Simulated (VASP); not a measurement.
## InSe: the band gap up a ladder of functionals

Aim: the band gap of InSe at many levels of theory on one cell, with the cost of each. The levels: LDA, PBEsol, r2SCAN, TB-mBJ, TPSS, BLYP, HSE06, B3LYP, r2SCANh, PBEsol + SOC and HSE06 + SOC. LASPH is on for some levels and off for others; the table marks which. The start is a cell from a database of measured crystal structures.

Method: LDA; plane waves and PAW (In_d, Se), in the first sound run; inputs show where later runs differ, in VASP 6.6.1.

This is a report of a sequence of runs, with most program output left out.

The database entry behind the starting cell differs from later determinations by our own check (c about 1.5 % long), so it need not match the best structure at ambient conditions.

## (1) Starting point

The structure is trigonal, space group R3m (No. 160). Conventional cell: a = 4.000 Å, b = 4.000 Å, c = 25.320 Å, α = 90.00°, β = 90.00°, γ = 120.00°. Nearest to In lie 3 Se at 2.64 Å and 1 In at 2.82 Å. In has 3 Se at 2.63 Å and 1 In at 2.82 Å nearest. Nearest to Se lie 3 In at 2.64 Å. Se has 3 In at 2.63 Å nearest. Farther neighbours and most contacts between anions are not listed.

Coordinates:

```xyz
4
Lattice="2.0000 1.1547 8.4400 -2.0000 1.1547 8.4400 0.0000 -2.3094 8.4400" Properties=species:S:1:pos:R:3 pbc="T T T"
In    0.0000    0.0000    0.0000
In    0.0000    0.0000    2.8206
Se    0.0000    0.0000   15.6098
Se    0.0000    0.0000   20.9675
```

## (2) Bands with LDA, k 4×4×4

Levels along the symmetry lines show where the bands peak and cross; KPOINTS_OPT computes them in the converged potential. LDA, the lowest rung, knows the local density alone.

Input file INCAR:

```
SYSTEM = InSe
PREC = Accurate
ENCUT = 400
EDIFF = 1E-06
NELM = 100
ISMEAR = 0
SIGMA = 0.02
LREAL = .FALSE.
ALGO = Normal
GGA = CA
NBANDS = 33
LORBIT = 11
LWAVE = .FALSE.
LCHARG = .FALSE.
KPAR = 8
```

Input file POSCAR:

```
InSe
1.0
    2.0000000000      1.1547005384      8.4400000000
   -2.0000000000      1.1547005384      8.4400000000
    0.0000000000     -2.3094010768      8.4400000000
In Se
2 2
Direct
    0.0000000000      0.0000000000      0.0000000000
    0.1114000000      0.1114000000      0.1114000000
    0.6165000000      0.6165000000      0.6165000000
    0.8281000000      0.8281000000      0.8281000000
```

Input file KPOINTS:

```
Automatic mesh
0
Gamma
4 4 4
0 0 0
```

Input file KPOINTS_OPT:

```
Line mode
16
Line-mode
Reciprocal
  0.00000000   0.00000000   0.00000000 GAMMA
  0.50000000   0.00000000   0.00000000 L

  0.50000000   0.00000000   0.00000000 L
  0.50000000   0.17914517  -0.17914517 B1

  0.82085483   0.50000000   0.17914517 B
  0.50000000   0.50000000   0.50000000 Z

  0.50000000   0.50000000   0.50000000 Z
  0.00000000   0.00000000   0.00000000 GAMMA

  0.00000000   0.00000000   0.00000000 GAMMA
  0.33957259   0.00000000  -0.33957259 X

  0.66042741   0.33957259   0.00000000 Q
  0.50000000   0.50000000   0.00000000 F

  0.50000000   0.50000000   0.00000000 F
  0.66042741   0.66042741   0.17914517 P1

  0.66042741   0.66042741   0.17914517 P1
  0.50000000   0.50000000   0.50000000 Z

  0.50000000   0.00000000   0.00000000 L
  0.82085483   0.33957259   0.33957259 P
```

Potentials, in the order of the species: In_d and Se (PBE family, release 64).

Command:

```console
$ mpirun -np 8 vasp_std
```

Run time: 2.1 min. Hardware: 8 MPI ranks of Intel Xeon 6975P-C (Granite Rapids), shared host; peak memory 2.9 GiB.

Spin-orbit coupling is off here; with elements this heavy it splits and shifts levels by tenths of an eV or more. The PAW data sets were made with PBE, though LDA sets exist; this is a small mismatch.

Numbers from this step:

- SCF cycles: 13
- electrons: 38
- bands: 33
- irreducible k-points: 13
- symmetry operations: 6
- free energy (TOTEN): -16.66 eV
- Fermi energy: 3.927 eV
- pressure: -1.063 GPa
- metallic: no
- least gap on mesh and path: 0.2208 eV
- least direct gap on mesh and path: 0.2209 eV
- valence top at k: 0.5, 0.5, 0.5
- conduction bottom at k: 0.5, 0.5, 0.5
- least direct gap at k: 0.5, 0.5, 0.5

Electronic bands along the path, in eV, zero at the valence-band top; v1 is the highest filled band, c1 the lowest empty one:

```tsv
point	v4	v3	v2	v1	c1	c2	c3	c4
Γ	-1.30	-1.30	-1.21	-1.21	1.55	1.91	4.29	4.29
0.53 of the way	-2.08	-1.96	-1.82	-1.05	1.77	2.03	3.83	4.15
L	-2.42	-2.35	-2.25	-1.70	1.08	1.83	3.50	3.86
0.47 of the way	-3.28	-2.92	-2.16	-1.58	1.76	2.23	3.35	4.18
B1	-3.72	-2.55	-2.27	-1.79	1.64	2.33	3.28	4.28
jump to B	-3.72	-2.55	-2.27	-1.79	1.64	2.33	3.28	4.28
0.47 of the way	-2.97	-2.59	-2.23	-0.78	2.31	2.61	3.94	4.32
Z	-1.37	-1.13	-1.13	0.00	0.22	1.97	4.20	4.20
0.47 of the way	-1.35	-1.16	-1.16	-0.90	1.03	1.96	4.24	4.24
Γ	-1.30	-1.30	-1.21	-1.21	1.55	1.91	4.29	4.29
0.53 of the way	-2.58	-2.52	-1.84	-1.01	2.03	2.39	3.35	4.43
X	-3.74	-2.59	-2.24	-1.76	1.69	2.23	3.32	4.25
jump to Q	-3.74	-2.59	-2.24	-1.76	1.69	2.23	3.32	4.25
0.47 of the way	-3.02	-2.61	-2.49	-1.63	1.64	1.98	3.59	4.15
F	-2.69	-2.52	-2.06	-1.54	1.02	1.87	3.15	3.49
0.47 of the way	-2.67	-2.51	-2.07	-1.58	1.08	1.82	3.16	3.53
P1	-2.61	-2.49	-2.09	-1.68	1.25	1.69	3.22	3.65
0.47 of the way	-3.03	-2.03	-1.67	-0.65	1.87	2.32	3.82	4.13
Z	-1.37	-1.13	-1.13	0.00	0.22	1.97	4.20	4.20
jump to L	-2.42	-2.35	-2.25	-1.70	1.08	1.83	3.50	3.86
0.47 of the way	-2.43	-2.42	-2.18	-1.75	1.23	1.68	3.40	3.85
P	-2.61	-2.49	-2.09	-1.68	1.25	1.69	3.22	3.65
```

Of the projections kept (In, Se), the largest for each band there; the rest of the weight can lie on other orbitals:

```tsv
point	v4	v3	v2	v1	c1	c2	c3	c4
Γ	Se 0.87	Se 0.87	Se 0.84	Se 0.84	Se 0.64	In 0.70	In 0.83	In 0.83
L	Se 0.71	Se 0.79	Se 0.75	Se 0.57	In 0.57	In 0.54	In 0.64	In 0.67
B1	Se 0.71	Se 0.76	Se 0.76	In 0.57	In 0.57	In 0.59	Se 0.53	In 0.51
B	Se 0.71	Se 0.76	Se 0.76	In 0.57	In 0.57	In 0.59	Se 0.53	In 0.51
Z	Se 0.85	Se 0.86	Se 0.86	Se 0.75	Se 0.51	In 0.63	In 0.83	In 0.83
Γ	Se 0.86	Se 0.86	Se 0.84	Se 0.84	Se 0.64	In 0.70	In 0.83	In 0.83
```

Force by atom:

```tsv
atom	x (eV/Å)	y (eV/Å)	z (eV/Å)	size
In1	0.000	0.000	0.240	0.240
In2	0.000	0.000	-0.256	0.256
Se3	0.000	0.000	0.027	0.027
Se4	0.000	0.000	-0.011	0.011
```

The gap is 0.22 eV, direct at Z.

## (3) Bands with PBEsol, k 4×4×4

This step: PBEsol; plane waves and PAW (In_d, Se) (VASP 6.6.1).

PBEsol restores the gradient expansion of exchange and is tuned for the cells of solids.

Edit INCAR of step 2 so:

```diff
@@ -9,3 +9,3 @@
 ALGO = Normal
-GGA = CA
+GGA = PS
 NBANDS = 33
```

POSCAR is that of step 2.

KPOINTS is that of step 2.

KPOINTS_OPT is that of step 2.

Command:

```console
$ mpirun -np 8 vasp_std
```

Elapsed: 2.2 min, on 8 MPI ranks; peak memory 3.7 GiB; 18 min of CPU time.

The PAW data sets were made with PBE, which is usual practice but a small mismatch for other functionals.

This step gave:

```yaml
scf_cycles: 14
free_energy_toten: -15.51 eV
fermi_energy: 4.149 eV
pressure: 0.4335 GPa
least_gap_on_mesh_and_path: 0.3226 eV
least_direct_gap_on_mesh_and_path: 0.3226 eV
```

Electronic bands along the path, in eV, zero at the valence-band top; v1 is the highest filled band, c1 the lowest empty one:

```tsv
point	v4	v3	v2	v1	c1	c2	c3	c4
Γ	-1.30	-1.30	-1.21	-1.21	1.62	1.98	4.34	4.34
0.53 of the way	-2.08	-1.95	-1.82	-1.03	1.82	2.09	3.88	4.19
L	-2.41	-2.35	-2.25	-1.69	1.12	1.89	3.54	3.89
0.47 of the way	-3.27	-2.92	-2.15	-1.56	1.79	2.28	3.39	4.21
B1	-3.71	-2.55	-2.26	-1.76	1.66	2.39	3.30	4.32
jump to B	-3.71	-2.55	-2.26	-1.76	1.66	2.39	3.30	4.32
0.47 of the way	-2.97	-2.58	-2.23	-0.77	2.38	2.63	4.00	4.37
Z	-1.37	-1.13	-1.13	0.00	0.32	2.04	4.25	4.25
0.47 of the way	-1.35	-1.16	-1.16	-0.86	1.09	2.03	4.29	4.29
Γ	-1.30	-1.30	-1.21	-1.21	1.62	1.98	4.34	4.34
0.53 of the way	-2.58	-2.52	-1.84	-0.99	2.10	2.42	3.39	4.46
X	-3.73	-2.59	-2.24	-1.74	1.71	2.30	3.34	4.29
jump to Q	-3.73	-2.59	-2.24	-1.74	1.71	2.30	3.34	4.29
0.47 of the way	-3.02	-2.60	-2.49	-1.61	1.68	2.02	3.63	4.17
F	-2.68	-2.52	-2.06	-1.53	1.10	1.90	3.19	3.51
0.47 of the way	-2.66	-2.51	-2.07	-1.56	1.15	1.85	3.21	3.56
P1	-2.60	-2.49	-2.09	-1.66	1.32	1.73	3.26	3.68
0.47 of the way	-3.02	-2.02	-1.67	-0.64	1.94	2.36	3.87	4.18
Z	-1.37	-1.13	-1.13	0.00	0.32	2.04	4.25	4.25
jump to L	-2.41	-2.35	-2.25	-1.69	1.12	1.89	3.54	3.89
0.47 of the way	-2.42	-2.41	-2.18	-1.73	1.27	1.75	3.44	3.87
P	-2.60	-2.49	-2.09	-1.66	1.32	1.73	3.26	3.68
```

Of the projections kept (In, Se), the largest for each band there; the rest of the weight can lie on other orbitals:

```tsv
point	v4	v3	v2	v1	c1	c2	c3	c4
Γ	Se 0.87	Se 0.87	Se 0.84	Se 0.84	Se 0.64	In 0.70	In 0.83	In 0.83
L	Se 0.72	Se 0.79	Se 0.75	Se 0.56	In 0.56	In 0.55	In 0.64	In 0.67
B1	Se 0.72	Se 0.77	Se 0.77	In 0.58	In 0.56	In 0.60	Se 0.53	In 0.51
B	Se 0.72	Se 0.77	Se 0.77	In 0.58	In 0.56	In 0.60	Se 0.53	In 0.51
Z	Se 0.85	Se 0.86	Se 0.86	Se 0.75	Se 0.51	In 0.63	In 0.83	In 0.83
Γ	Se 0.87	Se 0.87	Se 0.84	Se 0.84	Se 0.64	In 0.70	In 0.83	In 0.83
```

Force by atom:

```tsv
atom	x (eV/Å)	y (eV/Å)	z (eV/Å)	size
In1	0.000	0.000	0.290	0.290
In2	0.000	0.000	-0.306	0.306
Se3	0.000	0.000	-0.098	0.098
Se4	0.000	0.000	0.115	0.115
```

The gap is 0.32 eV, direct at Z. Against LDA that is +0.10 eV; the cost is about the same.

## (4) Bands with r2SCAN, k 4×4×4

This step: r2SCAN; plane waves and PAW (In_d, Se) (VASP 6.6.1).

r2SCAN adds the kinetic-energy density, costs more than a GGA and is run with LASPH.

Edit INCAR of step 3 so:

```diff
@@ -9,3 +9,4 @@
 ALGO = Normal
-GGA = PS
+METAGGA = R2SCAN
+LASPH = .TRUE.
 NBANDS = 33
```

POSCAR is that of step 3.

KPOINTS is that of step 3.

KPOINTS_OPT is that of step 3.

Command:

```console
$ mpirun -np 8 vasp_std
```

Run time: 7 min. Hardware: 8 MPI ranks; peak memory 4.1 GiB.

The electronic bands at the labelled points (eV, zero at the valence-band top; v1 is the highest filled band, c1 the lowest empty one):

```tsv
point	v4	v3	v2	v1	c1	c2	c3	c4
Γ	-1.37	-1.37	-1.28	-1.28	2.05	2.57	4.73	4.73
0.53 of the way	-2.13	-2.03	-1.89	-1.05	2.22	2.50	4.37	4.70
L	-2.44	-2.43	-2.33	-1.72	1.48	2.29	4.00	4.35
0.47 of the way	-3.33	-2.99	-2.19	-1.61	2.11	2.64	3.80	4.67
B1	-3.78	-2.60	-2.32	-1.81	1.95	2.78	3.70	4.78
jump to B	-3.78	-2.60	-2.32	-1.81	1.95	2.78	3.70	4.78
0.47 of the way	-3.03	-2.64	-2.28	-0.79	2.77	2.96	4.44	4.87
Z	-1.44	-1.20	-1.20	0.00	0.86	2.62	4.65	4.65
0.47 of the way	-1.42	-1.23	-1.23	-0.76	1.51	2.61	4.68	4.68
Γ	-1.37	-1.37	-1.28	-1.28	2.05	2.57	4.73	4.73
0.53 of the way	-2.64	-2.58	-1.90	-1.02	2.50	2.77	3.80	4.94
X	-3.80	-2.64	-2.29	-1.79	1.99	2.69	3.73	4.74
jump to Q	-3.80	-2.64	-2.29	-1.79	1.99	2.69	3.73	4.74
0.47 of the way	-3.07	-2.66	-2.55	-1.65	2.01	2.37	4.05	4.62
F	-2.73	-2.60	-2.14	-1.55	1.50	2.25	3.66	3.97
0.47 of the way	-2.71	-2.59	-2.15	-1.59	1.55	2.21	3.67	4.02
P1	-2.65	-2.57	-2.17	-1.68	1.72	2.08	3.73	4.14
0.47 of the way	-3.08	-2.10	-1.74	-0.65	2.38	2.74	4.35	4.68
Z	-1.44	-1.20	-1.20	0.00	0.86	2.62	4.65	4.65
jump to L	-2.44	-2.43	-2.33	-1.72	1.48	2.29	4.00	4.35
0.47 of the way	-2.49	-2.46	-2.26	-1.75	1.64	2.13	3.90	4.34
P	-2.65	-2.57	-2.17	-1.68	1.72	2.08	3.73	4.14
```

Of the projections kept (In, Se), the largest for each band there; the rest of the weight can lie on other orbitals:

```tsv
point	v4	v3	v2	v1	c1	c2	c3	c4
Γ	Se 0.86	Se 0.86	Se 0.84	Se 0.84	Se 0.60	In 0.70	In 0.83	In 0.83
L	Se 0.73	Se 0.79	Se 0.75	Se 0.56	In 0.57	In 0.57	In 0.65	In 0.68
B1	Se 0.72	Se 0.77	Se 0.77	In 0.59	In 0.58	In 0.61	Se 0.51	In 0.53
B	Se 0.72	Se 0.77	Se 0.77	In 0.59	In 0.58	In 0.61	Se 0.51	In 0.53
Z	Se 0.85	Se 0.86	Se 0.86	Se 0.75	In 0.51	In 0.65	In 0.84	In 0.84
Γ	Se 0.86	Se 0.86	Se 0.84	Se 0.84	Se 0.60	In 0.70	In 0.83	In 0.83
```

The gap is 0.86 eV, direct at Z. Against LDA that is +0.63 eV; this run took 3.4 times the core time.

## (5) Bands with TB-mBJ, k 4×4×4

This step: TB-mBJ; plane waves and PAW (In_d, Se) (VASP 6.6.1).

TB-mBJ is a local potential fitted to gaps: it costs far less than a hybrid but gives no energy.

Edit INCAR of step 4 so:

```diff
@@ -4,3 +4,3 @@
 EDIFF = 1E-06
-NELM = 100
+NELM = 150
 ISMEAR = 0
@@ -9,3 +9,3 @@
 ALGO = Normal
-METAGGA = R2SCAN
+METAGGA = MBJ
 LASPH = .TRUE.
```

POSCAR is that of step 4.

KPOINTS is that of step 4.

KPOINTS_OPT is that of step 4.

Command:

```console
$ mpirun -np 8 vasp_std
```

Run time: 5.3 min. Hardware: 8 MPI ranks; peak memory 4 GiB; 42 min of CPU time.

This functional is a potential without an energy, so its energies, forces and stress mean nothing and are not read.

Electronic bands along the path, in eV, zero at the valence-band top; v1 is the highest filled band, c1 the lowest empty one:

```tsv
point	v4	v3	v2	v1	c1	c2	c3	c4
Γ	-1.39	-1.31	-1.31	-1.26	2.32	3.02	4.83	4.83
0.53 of the way	-2.01	-1.97	-1.85	-0.92	2.56	2.73	4.61	4.87
L	-2.33	-2.25	-2.25	-1.51	1.81	2.56	4.27	4.53
0.47 of the way	-3.11	-2.79	-2.04	-1.43	2.34	2.86	3.98	4.83
B1	-3.52	-2.44	-2.17	-1.58	2.23	3.01	3.82	4.96
jump to B	-3.52	-2.44	-2.17	-1.58	2.23	3.01	3.82	4.96
0.47 of the way	-2.80	-2.49	-2.19	-0.71	2.97	3.12	4.59	5.08
Z	-1.45	-1.24	-1.24	0.00	1.37	3.02	4.76	4.76
0.47 of the way	-1.43	-1.27	-1.27	-0.60	1.87	3.03	4.79	4.79
Γ	-1.39	-1.31	-1.31	-1.26	2.32	3.02	4.83	4.83
0.53 of the way	-2.49	-2.44	-1.83	-0.90	2.74	2.96	4.05	5.08
X	-3.54	-2.47	-2.15	-1.56	2.26	2.95	3.83	4.94
jump to Q	-3.54	-2.47	-2.15	-1.56	2.26	2.95	3.83	4.94
0.47 of the way	-2.88	-2.48	-2.38	-1.45	2.27	2.66	4.20	4.77
F	-2.54	-2.48	-2.08	-1.36	1.89	2.47	3.97	4.20
0.47 of the way	-2.52	-2.47	-2.09	-1.38	1.94	2.44	3.98	4.24
P1	-2.47	-2.45	-2.11	-1.45	2.06	2.34	4.03	4.35
0.47 of the way	-2.85	-2.03	-1.72	-0.57	2.66	2.98	4.61	4.86
Z	-1.45	-1.24	-1.24	0.00	1.37	3.02	4.76	4.76
jump to L	-2.33	-2.25	-2.25	-1.51	1.81	2.56	4.27	4.53
0.47 of the way	-2.39	-2.29	-2.19	-1.53	1.94	2.44	4.18	4.51
P	-2.47	-2.45	-2.11	-1.45	2.06	2.34	4.03	4.35
```

Of the projections kept (In, Se), the largest for each band there; the rest of the weight can lie on other orbitals:

```tsv
point	v4	v3	v2	v1	c1	c2	c3	c4
Γ	Se 0.87	Se 0.85	Se 0.85	Se 0.70	Se 0.59	In 0.69	In 0.83	In 0.83
L	Se 0.81	Se 0.77	Se 0.77	Se 0.53	In 0.57	In 0.57	In 0.63	In 0.67
B1	Se 0.74	Se 0.80	Se 0.82	In 0.62	In 0.56	In 0.60	Se 0.52	In 0.52
B	Se 0.74	Se 0.80	Se 0.82	In 0.62	In 0.56	In 0.60	Se 0.52	In 0.52
Z	Se 0.86	Se 0.87	Se 0.87	Se 0.75	In 0.51	In 0.64	In 0.84	In 0.84
Γ	Se 0.87	Se 0.85	Se 0.85	Se 0.70	Se 0.59	In 0.69	In 0.83	In 0.83
```

The gap is 1.37 eV, direct at Z. Against LDA that is +1.15 eV; this run took 2.5 times the core time.

## (6) Bands with TPSS, k 4×4×4

This step: TPSS; plane waves and PAW (In_d, Se) (VASP 6.6.1).

TPSS is an older meta-GGA.

Edit INCAR of step 5 so:

```diff
@@ -4,3 +4,3 @@
 EDIFF = 1E-06
-NELM = 150
+NELM = 100
 ISMEAR = 0
@@ -9,3 +9,3 @@
 ALGO = Normal
-METAGGA = MBJ
+METAGGA = TPSS
 LASPH = .TRUE.
```

POSCAR is that of step 5.

KPOINTS is that of step 5.

KPOINTS_OPT is that of step 5.

Command:

```console
$ mpirun -np 8 vasp_std
```

Elapsed: 7.4 min, on 8 MPI ranks; peak memory 4 GiB.

At this level the cell is under a pressure of 2.5 GPa, so at these settings it is away from equilibrium.

The electronic bands at the labelled points (eV, zero at the valence-band top; v1 is the highest filled band, c1 the lowest empty one):

```tsv
point	v4	v3	v2	v1	c1	c2	c3	c4
Γ	-1.31	-1.31	-1.22	-1.22	1.78	2.25	4.53	4.53
0.53 of the way	-2.07	-1.96	-1.82	-1.03	1.99	2.25	4.08	4.39
L	-2.39	-2.35	-2.25	-1.68	1.24	2.06	3.73	4.08
0.47 of the way	-3.26	-2.92	-2.14	-1.56	1.88	2.41	3.54	4.38
B1	-3.71	-2.55	-2.26	-1.76	1.73	2.55	3.42	4.51
jump to B	-3.71	-2.55	-2.26	-1.76	1.73	2.55	3.42	4.51
0.47 of the way	-2.97	-2.58	-2.22	-0.77	2.53	2.72	4.19	4.59
Z	-1.38	-1.14	-1.14	0.00	0.57	2.29	4.45	4.45
0.47 of the way	-1.35	-1.17	-1.17	-0.80	1.27	2.29	4.48	4.48
Γ	-1.31	-1.31	-1.22	-1.22	1.78	2.25	4.53	4.53
0.53 of the way	-2.57	-2.51	-1.84	-0.99	2.26	2.53	3.57	4.64
X	-3.72	-2.59	-2.24	-1.73	1.78	2.46	3.45	4.48
jump to Q	-3.72	-2.59	-2.24	-1.73	1.78	2.46	3.45	4.48
0.47 of the way	-3.00	-2.60	-2.49	-1.61	1.79	2.16	3.79	4.33
F	-2.67	-2.52	-2.07	-1.52	1.28	2.01	3.38	3.70
0.47 of the way	-2.65	-2.51	-2.07	-1.56	1.34	1.97	3.40	3.74
P1	-2.59	-2.49	-2.10	-1.65	1.50	1.85	3.46	3.86
0.47 of the way	-3.02	-2.03	-1.67	-0.63	2.13	2.49	4.08	4.38
Z	-1.38	-1.14	-1.14	0.00	0.57	2.29	4.45	4.45
jump to L	-2.39	-2.35	-2.25	-1.68	1.24	2.06	3.73	4.08
0.47 of the way	-2.41	-2.40	-2.19	-1.72	1.39	1.91	3.63	4.06
P	-2.59	-2.49	-2.10	-1.65	1.50	1.85	3.46	3.86
```

Of the projections kept (In, Se), the largest for each band there; the rest of the weight can lie on other orbitals:

```tsv
point	v4	v3	v2	v1	c1	c2	c3	c4
Γ	Se 0.87	Se 0.87	Se 0.85	Se 0.85	Se 0.64	In 0.70	In 0.83	In 0.83
L	Se 0.73	Se 0.80	Se 0.76	Se 0.57	In 0.55	In 0.55	In 0.64	In 0.67
B1	Se 0.72	Se 0.77	Se 0.77	In 0.57	In 0.55	In 0.59	Se 0.54	In 0.51
B	Se 0.72	Se 0.77	Se 0.77	In 0.57	In 0.55	In 0.59	Se 0.54	In 0.51
Z	Se 0.86	Se 0.86	Se 0.86	Se 0.76	Se 0.51	In 0.63	In 0.83	In 0.83
Γ	Se 0.87	Se 0.87	Se 0.85	Se 0.85	Se 0.64	In 0.70	In 0.83	In 0.83
```

The gap is 0.57 eV, direct at Z. Against LDA that is +0.35 eV; this run took 3.6 times the core time.

## (7) Bands with BLYP, k 4×4×4

This step: BLYP; plane waves and PAW (In_d, Se) (VASP 6.6.1).

BLYP comes from molecular chemistry and underbinds dense solids.

Edit INCAR of step 6 so:

```diff
@@ -9,4 +9,7 @@
 ALGO = Normal
-METAGGA = TPSS
-LASPH = .TRUE.
+GGA = B5
+ALDAX = 1
+AGGAX = 1
+AGGAC = 1
+ALDAC = 0
 NBANDS = 33
```

POSCAR is that of step 6.

KPOINTS is that of step 6.

KPOINTS_OPT is that of step 6.

Command:

```console
$ mpirun -np 8 vasp_std
```

Wall time 2.7 min (8 MPI ranks); peak memory 3.7 GiB; 22 min of CPU time.

At this level the cell is under a pressure of 6.0 GPa, so at these settings it is away from equilibrium.

The electronic bands at the labelled points (eV, zero at the valence-band top; v1 is the highest filled band, c1 the lowest empty one):

```tsv
point	v4	v3	v2	v1	c1	c2	c3	c4
Γ	-1.30	-1.30	-1.20	-1.20	1.65	2.14	4.35	4.35
0.53 of the way	-2.04	-1.93	-1.80	-1.03	1.93	2.11	4.05	4.30
L	-2.37	-2.32	-2.22	-1.67	1.27	1.93	3.70	4.06
0.47 of the way	-3.20	-2.86	-2.11	-1.56	1.89	2.29	3.52	4.34
B1	-3.62	-2.50	-2.23	-1.77	1.81	2.36	3.45	4.45
jump to B	-3.62	-2.50	-2.23	-1.77	1.81	2.36	3.45	4.45
0.47 of the way	-2.89	-2.53	-2.18	-0.78	2.33	2.74	4.06	4.48
Z	-1.36	-1.13	-1.13	0.00	0.38	2.20	4.27	4.27
0.47 of the way	-1.34	-1.15	-1.15	-0.84	1.13	2.19	4.30	4.30
Γ	-1.30	-1.30	-1.20	-1.20	1.65	2.14	4.35	4.35
0.53 of the way	-2.52	-2.47	-1.82	-1.00	2.06	2.55	3.51	4.60
X	-3.63	-2.53	-2.21	-1.74	1.87	2.28	3.46	4.42
jump to Q	-3.63	-2.53	-2.21	-1.74	1.87	2.28	3.46	4.42
0.47 of the way	-2.95	-2.56	-2.44	-1.61	1.76	2.09	3.75	4.32
F	-2.64	-2.48	-2.04	-1.51	1.15	2.02	3.37	3.72
0.47 of the way	-2.62	-2.47	-2.04	-1.54	1.21	1.98	3.39	3.76
P1	-2.57	-2.45	-2.06	-1.63	1.37	1.86	3.45	3.86
0.47 of the way	-2.94	-2.00	-1.65	-0.65	1.94	2.50	4.01	4.29
Z	-1.36	-1.13	-1.13	0.00	0.38	2.20	4.27	4.27
jump to L	-2.37	-2.32	-2.22	-1.67	1.27	1.93	3.70	4.06
0.47 of the way	-2.39	-2.38	-2.15	-1.71	1.41	1.80	3.61	4.04
P	-2.57	-2.45	-2.06	-1.63	1.37	1.86	3.45	3.86
```

Of the projections kept (In, Se), the largest for each band there; the rest of the weight can lie on other orbitals:

```tsv
point	v4	v3	v2	v1	c1	c2	c3	c4
Γ	Se 0.87	Se 0.87	Se 0.85	Se 0.85	Se 0.63	In 0.71	In 0.83	In 0.83
L	Se 0.72	Se 0.80	Se 0.75	Se 0.58	In 0.58	In 0.54	In 0.65	In 0.67
B1	Se 0.72	Se 0.77	Se 0.77	In 0.56	In 0.59	In 0.58	Se 0.51	In 0.53
B	Se 0.72	Se 0.77	Se 0.77	In 0.56	In 0.59	In 0.58	Se 0.51	In 0.53
Z	Se 0.85	Se 0.86	Se 0.86	Se 0.76	In 0.50	In 0.65	In 0.84	In 0.84
Γ	Se 0.87	Se 0.87	Se 0.85	Se 0.85	Se 0.63	In 0.71	In 0.83	In 0.83
```

The gap is 0.38 eV, direct at Z. Against LDA that is +0.16 eV; this run took 1.3 times the core time.

## (8) Starting orbitals for the hybrid with PBEsol, k 4×4×4

This step: PBEsol; plane waves and PAW (In_d, Se) (VASP 6.6.1).

A hybrid converges badly from random orbitals, so a cheap semilocal run writes a WAVECAR on the same mesh first.

Input file INCAR:

```
SYSTEM = InSe
PREC = Accurate
ENCUT = 400
EDIFF = 1E-05
NELM = 100
ISMEAR = 0
SIGMA = 0.02
LREAL = .FALSE.
ALGO = Normal
GGA = PS
NBANDS = 25
LORBIT = 11
LWAVE = .TRUE.
LCHARG = .FALSE.
KPAR = 8
```

POSCAR is that of step 7.

KPOINTS is that of step 7.

Command:

```console
$ mpirun -np 8 vasp_std
```

Run time: 25 s. Hardware: 8 MPI ranks; peak memory 3.6 GiB; 3.1 min of CPU time.

The gap is read on the k-mesh alone, so it is an upper bound where the band edges lie off the mesh.

This step gave:

| Quantity | Value |
| --- | --- |
| SCF cycles | 12 |
| bands | 25 |
| free energy (TOTEN) | -15.51 eV |
| Fermi energy | 4.108 eV |
| pressure | 0.4608 GPa |
| gap on the k-mesh | 0.3225 eV |
| least direct gap on the k-mesh | 0.3225 eV |

Force by atom:

```tsv
atom	x (eV/Å)	y (eV/Å)	z (eV/Å)	size
In1	0.000	0.000	0.291	0.291
In2	0.000	0.000	-0.308	0.308
Se3	0.000	0.000	-0.096	0.096
Se4	0.000	0.000	0.113	0.113
```

[end of part 1 of 2]

[Lines on the potential files, build, host, timing and source positions are cut from VASP's logs without a mark.]

[Logs are printed without paths, hosts, clocks, repeated set-up lines and the standing remarks that a program may print on its own settings, such as how far it seeks lower states.]

[Hosts, paths, dates, database ids (printed as entryN), source tags and the programs' standing remarks are cut or masked in the printed files.]

[A measured line is paired with the nearest computed mode of its activity, which favours agreement.]
